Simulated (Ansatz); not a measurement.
Calculation for PbO2 (PbO2): DFT, PBE, all-electron PAW with datasets made for the crystal, scalar-relativistic (Ansatz 0.2.0).

The cell comes from a relaxation on PAW files under the same functional, begun from a database entry that needn't be the ground state.

Command: `ansatz run input.yaml --threads 1 --pin off --max-ram 3072MiB --backend cpu --events-out ev --progress --plain --runs-dir out` It took 7.3 s on 1 thread of Arm Neoverse V1 (shared host), peak memory 0.53 GiB.

```yaml
crystal:
  lattice:
    - [0.0, 2.7048413965, 2.7048413965]
    - [2.7048413965, 0.0, 2.7048413965]
    - [2.7048413965, 2.7048413965, 0.0]
  atoms:
    - { symbol: Pb, position: [0.0, 0.0, 0.0] }
    - { symbol: O, position: [0.25, 0.25, 0.25] }
    - { symbol: O, position: [0.75, 0.75, 0.75] }
kpoints:
  mp_grid: { grid: [9, 9, 9] }
scf:
  occupations: { method: fermi_dirac, width: 0.02 }
hamiltonian:
  xc: pbe
  pseudopotentials: { kind: all_electron, datasets: crystal }
output:
  forces: true
  stress: true
  eigenvalues: true
  efg: { contact_densities: true }
```

Output:

```
hamiltonian.pseudopotentials.datasets: crystal makes datasets for this crystal and solves the spheres of its atoms anew in each pass: cutoff 340.0 eV, the density's 1360.0 eV; for an error of 0.50 meV an atom under PBE, 1.5 meV for the cell; an energy difference from a run of another recipe may be off by several times the error for the cell, under r2SCAN by more, where some 0.1 meV an atom stays at smaller errors; O in spheres of 1.037 Å, 6 of its electrons in bands; Pb in spheres of 1.302 Å, 14 of its electrons in bands, 8 on its site; only band paths and densities of states list, in semicore columns, the levels of the semicore shells that are solved separately: 5s of Pb, 5p of Pb
Pb: output.efg is read without spin–orbit coupling, which moves field gradients at and beside such atoms by some per cent and up to a factor of two; PAW files take it under magnetization.noncollinear and magnetization.spin_orbit
Engine: ansatz 0.2.0
Pseudopotentials: kind: all_electron
Pseudopotential: Pb, paw, valence charge 22, recommended cutoff 340 eV (normal), crystal/all_electron/pbe/scalar/gaussian/Pb, Koelling and Harmon's equation, gaussian nucleus
Pseudopotential: O, paw, valence charge 6, recommended cutoff 340 eV (normal), crystal/all_electron/pbe/scalar/gaussian/O, Koelling and Harmon's equation, gaussian nucleus
Functional definition: PBE
  parameter kappa = 0.804
  parameter beta = 0.06672455060314922
  exchange = pbe_x(kappa = kappa, mu = beta*pi^2/3)
  correlation = pbe_c(beta = beta)
Crystal: 3 atoms, lattice volume = 39.578 Å³
Basis set: ecut = 340 eV, 537 PW (Γ), exchange–correlation on 48×48×48 points (8 copies of the dense FFT grid, shifted against one another)
Bands: 17, of which v1, the nominal top of the filled ones, is band 13 counted from 1 (12 counted from 0)
Symmetry: 48 space group operations
Space group: Fm-3m (ITA 225), of the structure as read, at distance tolerance 3.4e-5 Å
k-points: 35 of 729
Non-local potential: Pb, projectors of the file, l = 0: 1, l = 1: 1, l = 2: 2
Non-local potential: O, projectors of the file, l = 0: 1, l = 1: 2
PAW form: soft (Blöchl's): semilocal exchange-correlation on the pseudo side does not see the compensation charge
PAW one-centre angular grid: Pb, 590 points (default); XC on its mesh's 1791 points in the sphere
PAW one-centre angular grid: O, 110 points (default); XC on its mesh's 1957 points in the sphere
Initial density: superposition of atomic densities (neutral atoms: chi_scale 0, normalization atom)
Initial wavefunctions: pseudopotential atomic-orbital guess
Functional: x = pbe(κ = 0.804, μ = 0.2195149727645171), c = pbe(β = 0.06672455060314922)
iter 1 solved again at ethr=3.80e-2 eV; its pass at ethr=1.00e-1 eV (dr2=9.88e0 eV) is discarded
SCF iter   1: F=—  HF=-572163.101183 eV  |F-HF|=—  |Δ(HF+E_count)|=         —  Δρ=1.54e-1  dr2=1.01e1  ethr=3.80e-2  ⟨swp⟩=2.0  Hψ=2728  notcnv=0
preconditioner: auto → none  [insulator: Δε(μ)=0.800 eV  Ē_g=16.614 eV  σ=0.020 eV  W_gap=0.97  n_scr=14 (ndim 8)  ℏωp=30.1 eV  f_vac=0.001  D(μ)=0.13/eV (n_scr^D=0)  ε∞_Penn≈4.3]
SCF iter   2: F=—  HF=-572161.423689 eV  |F-HF|=—  |Δ(HF+E_count)|=    1.68e0  Δρ=1.03e-1  dr2=3.02e0  ethr=3.80e-2  ⟨swp⟩=3.2  Hψ=1575  notcnv=0
iter 3 solved again at ethr=2.99e-4 eV; its pass at ethr=1.16e-2 eV (dr2=7.77e-2 eV) is discarded
SCF iter   3: F=—  HF=-572160.465261 eV  |F-HF|=—  |Δ(HF+E_count)|=   9.58e-1  Δρ=1.75e-2  dr2=7.78e-2  ethr=2.99e-4  ⟨swp⟩=2.1  Hψ=2681  notcnv=0  defer=1
SCF iter   4: F=—  HF=-572160.472222 eV  |F-HF|=—  |Δ(HF+E_count)|=   6.96e-3  Δρ=2.77e-3  dr2=2.28e-3  ethr=2.99e-4  ⟨swp⟩=3.9  Hψ=1366  notcnv=0  defer=1
SCF iter   5: F=—  HF=-572160.473190 eV  |F-HF|=—  |Δ(HF+E_count)|=   9.68e-4  Δρ=3.53e-4  dr2=2.34e-5  ethr=8.76e-6  ⟨swp⟩=3.2  Hψ=1620  notcnv=0
SCF iter   6: F=—  HF=-572160.473205 eV  |F-HF|=—  |Δ(HF+E_count)|=   1.56e-5  Δρ=1.72e-4  dr2=5.75e-6  ethr=9.01e-8  ⟨swp⟩=3.1  Hψ=1715  notcnv=0
SCF iter   7: F=—  HF=-572160.473280 eV  |F-HF|=—  |Δ(HF+E_count)|=   7.46e-5  Δρ=4.28e-5  dr2=6.17e-7  ethr=2.21e-8  ⟨swp⟩=3.3  Hψ=1300  notcnv=0
SCF iter   8: F=-572160.473280 eV  HF=-572160.473280 eV  |F-HF|=2.91e-9  |Δ(HF+E_count)|=   1.44e-7  Δρ=3.31e-6  dr2=2.25e-9  ethr=2.37e-9  ⟨swp⟩=3.0  Hψ=1292  notcnv=0
SCF 1 converged in 8 iterations: F = -572160.473280 eV  dr2 = 2.25e-9
  Residual-converged pass: ⟨swp⟩=3.5  Hψ=1438  notcnv=0  max |occ|·‖R‖ = 6.4e-6 eV (tolerance 6.5e-6 eV)  dr2=1.92e-9  dr2_onsite=3.82e-9  max |Δocc| = 6.2e-12
  greatest PAW one-centre occupation: 0.976 electrons in one spin orbital (limit 2), on the Pb atom at site 0 (counted from 0), in its partial waves of l = 2
SCF converged after 8 iterations
Free energy (F): -572160.473280 eV
Harris-Foulkes:  -572160.473280 eV  (|F-HF|=2.91e-9)
Internal energy: -572160.471561 eV  (E = F + TS)
E sigma→0 (E₀):  -572160.472421 eV
Entropy (-TS):   -0.001719 eV (-0.573 meV/atom)
Past the cutoff: the bands carry plane waves up to 1.75 times it, of which those up to 1.5 times it add -0.000307 eV an atom, each by itself; the spheres take 0.000191 eV an atom off the energy for waves past 1.75 times it
By the cutoff:   a pressure is off by up to 0.007 GPa (1.2 times the spheres' own share and the shells' term, over an atom's volume, and 0.004 GPa: a bound that held against runs at twice the plane waves)
Past the cutoffs: a stress includes 0.0030 GPa for waves and charges beyond them, in addition to the slope of what the spheres take
In the spheres:  the bands' charges fall short by 1.0e-6 e at most (sound up to 1e-3), those of shells solved beside the bands by 4.9e-8 e (sound up to 5e-4)
Fermi energy:    13.189725 eV
--- Per-component energies (eV) ---
  E_band       = 88.259131
  E_kinetic    = 442.026376
  E_local      = -3453.482435  (includes V_loc(G=0)·N_el)
  E_nonlocal   = 283.733272
  E_hartree    = 1704.450175
  E_xc         = -191.948996
  E_vxc        = -239.077641  (∫ρ·V_xc dr)
  E_paw        = -576470.224241  (= ΣΔE_a)
  E_vpaw       = -9939.518962  (= ΣTr[D̂ρ^β])
  E_ewald      = -4060.706916
  E_smearing   = -0.001719  (= −TS)
  E_closure    = 9585.681204  (closes the sum)
  Σ components = -572160.473280   (vs F -572160.473280, Δ=0.00e0)
  The terms above E_closure are by the made datasets' own strengths, without shells solved beside the bands.
--- Forces (eV/Å), atoms counted from 1 ---
  atom   1  Pb    -0.00000000     0.00000000     0.00000000
  atom   2  O     -0.00000000    -0.00000000    -0.00000000
  atom   3  O     -0.00000000    -0.00000000     0.00000000
  max |Σ_I F_I| component: 3.70e-17 eV/Å
--- Stress (GPa, compression-positive) ---
       -0.016063       0.000000      -0.000000
        0.000000      -0.016063       0.000000
       -0.000000       0.000000      -0.016063
  P = ⅓ Tr σ = -0.0161 GPa (-0.161 kbar)
  It holds what live shells' own plane waves past their cutoff add
--- PAW observables at the nuclei: V_zz in 10²¹ V/m², potentials from the cell's mean, atoms counted from 1 ---
  atom   1  Pb V_zz =    -0.000000   η = 0.0000   by run symmetry: forbidden
            electrostatic potential = -17481.032039 V   contact ρ = 16520400.005363 e/Å³
  atom   2  O  V_zz =    -0.000000   η = 0.0000   by run symmetry: forbidden
            electrostatic potential = -628.576193 V   contact ρ = 2161.744326 e/Å³
  atom   3  O  V_zz =    +0.000000   η = 0.0000   by run symmetry: forbidden
            electrostatic potential = -628.576193 V   contact ρ = 2161.744326 e/Å³
--- Band table (eV; the first three rows and the last of 35) ---
  k-point 0: bands = ["-5.2323", "-2.4471", "-2.4420", "-2.4420", "-2.4420", "-2.2117", "-2.2117", "10.5052", "11.2791", "11.2791", "11.2791", "12.0456", "12.0456", "12.0456", "20.2332"]
  k-point 1: bands = ["-5.1343", "-3.0384", "-2.4276", "-2.4276", "-2.2126", "-2.2126", "-1.8392", "9.5818", "11.0621", "11.1762", "11.1762", "12.0254", "12.0254", "13.0279", "19.9823"]
  k-point 2: bands = ["-4.8871", "-3.5005", "-2.3970", "-2.3970", "-2.2083", "-2.2083", "-1.3527", "8.2914", "10.6922", "10.9329", "10.9329", "11.9663", "11.9663", "14.2830", "19.8018"]
  k-point 34: bands = ["-4.2561", "-4.1910", "-2.2829", "-2.2036", "-2.1915", "-1.4839", "-1.1454", "5.3019", "8.5880", "10.3643", "11.0058", "12.8211", "13.1851", "15.4573", "21.1893"]
```

Spin–orbit coupling is left out, which matters for the heavy atoms. The relaxed volume lies +17 % from the database entry's, so this cell isn't the real material's; missing dispersion or a faulty entry can cause that.
